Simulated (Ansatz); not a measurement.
# LiF: experiment and calculation

**The experiment to reproduce.**

From a printed reference work (data compilation), for a bulk crystal of LiF at 298.15 K: lattice constant a 4.0262 ± 0.0001 Å.

A printed reference work (monograph) reports, for a bulk crystal of LiF: band gap 13.6 eV; high-frequency dielectric constant 1.93.

The calculation below tries to reproduce these values; the comparison stands at the end.

Level of theory: Ansatz, DFT PBE, scalar-relativistic, plane waves, PAW.

Cutoff 420 eV; k points 10×10×10 on the computed 2-atom cell (Γ-centred); Gaussian smearing, width 0.02 eV; no spin polarisation.

Relaxed structure:

```cif
data_structure
_symmetry_space_group_name_H-M 'P 1'
_symmetry_Int_Tables_number 1
_cell_length_a 2.8764
_cell_length_b 2.8764
_cell_length_c 2.8764
_cell_angle_alpha 60.000
_cell_angle_beta 60.000
_cell_angle_gamma 60.000
_cell_volume 16.83
loop_
_atom_site_label
_atom_site_type_symbol
_atom_site_fract_x
_atom_site_fract_y
_atom_site_fract_z
_atom_site_occupancy
Li1 Li 0.50000 0.50000 0.50000 1
F1 F 0.00000 0.00000 0.00000 1
```

| Quantity | Value |
| --- | --- |
| Space group | Fm-3m (No. 225) |
| Volume per atom | 8.41 Å³ |
| Formation energy from the elements' standard states (uncorrected) | -2.945 eV/atom |
| Kohn–Sham band gap | 8.83 eV, indirect from (-0.062, 0.000, 0.062) to Γ |
| Orbital (Löwdin) character of the top 1 eV of the valence band | F 2p 99 % |
| Orbital (Löwdin) character of the lowest 1 eV of the conduction band | Li 2s 63 %, F 2s 24 %, unprojected 8 % |
| Electron masses at the edge by direction of the standard setting (m_e; one valley, along these axes only; no spin-orbit coupling) | x: 0.86; y: 0.86; z: 0.86 |
| Hole masses at the edge by direction of the standard setting (m_e; one valley, along these axes only; no spin-orbit coupling) | x: 2.4; y: 4.1; z: 2.4 |
| Electronic dielectric constant xx, yy, zz (independent particles) | 2.1, 2.1, 2.1 |
| Bader charge by site (e) | Li (1 in the cell) 0.90, F (1 in the cell) -0.90 |

Against the measured lattice constant a of LiF, 4.0262 Å (298.15 K; a printed reference work (data compilation)), the calculated 4.068 Å is off by +1.0 %. The calculation is for 0 K without zero-point motion. Measured band gap of LiF: 13.6 eV (a printed reference work (monograph)). This calculation gives 8.83 eV (-4.77 eV). Kohn–Sham gaps of semilocal functionals fall short of measured ones as a rule. A measured high-frequency dielectric constant of LiF is 1.93 (a printed reference work (monograph)); the calculated 2.1 exceeds it by 7.7 %. Local fields are left out.

The cell was reached from a generator's guess, though it ends in a space group that the Crystallography Open Database lists for this formula. Löwdin shares on free-atom orbitals overweight diffuse shells in the empty bands.
